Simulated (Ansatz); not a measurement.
The system is MnSb.

```xyz
4
Lattice="4.1500 0.0000 0.0000 -2.0750 3.5940 0.0000 0.0000 0.0000 5.7800" Properties=species:S:1:pos:R:3 pbc="T T T"
Sb    2.0750    1.1980    4.3350
Sb    0.0000    2.3960    1.4450
Mn    0.0000    0.0000    2.8900
Mn    0.0000    0.0000    0.0000
```

Base run:

- Program: Ansatz 0.2.0
- Functional: PBEsol
- Potentials or basis: Ansatz PAW
- Cutoff: 420 eV (not typed: the program's choice for these potentials)
- k mesh: 7 × 7 × 5
- Occupations: fermi-dirac, width 0.05 eV
- Spin: collinear spin, ferromagnetic start
- Starting moments: [0.0, 0.0, 4.0, 4.0] μB
- Hubbard terms: Mn d U = 2 eV

Its results: band gap on the k mesh none (metal or under the smearing width); pressure -0.5 GPa; net moment 7.63 μB per cell; site moments Sb -0.15; Mn +3.91 μB.

Task: After a change of settings the same cell gave: band gap on the k mesh none (metal or under the smearing width); pressure 10.9 GPa; net moment 8.37 μB per cell; site moments Sb -0.26; Mn +4.45 μB. Which change was it?
A. hubbard terms from Mn d U = 2 eV to none; hubbard projectors from ortho-atomic (the default) to none
B. hubbard terms from Mn d U = 2 eV to Mn d U = 8 eV
C. hubbard terms from Mn d U = 2 eV to Mn d U = 6 eV

Result: B.

Caveats: the magnetic or orbital state may not be the lowest; only a ferromagnetic start was run, and an antiferromagnetic order may lie lower in energy; the PAW data sets come from PBE, with cores solved anew for the run's functional, which leaves a small shift of forces and pressure; the U is typed as a test and isn't derived for this compound; the density of states is complete only up to the lowest level of the last band computed.
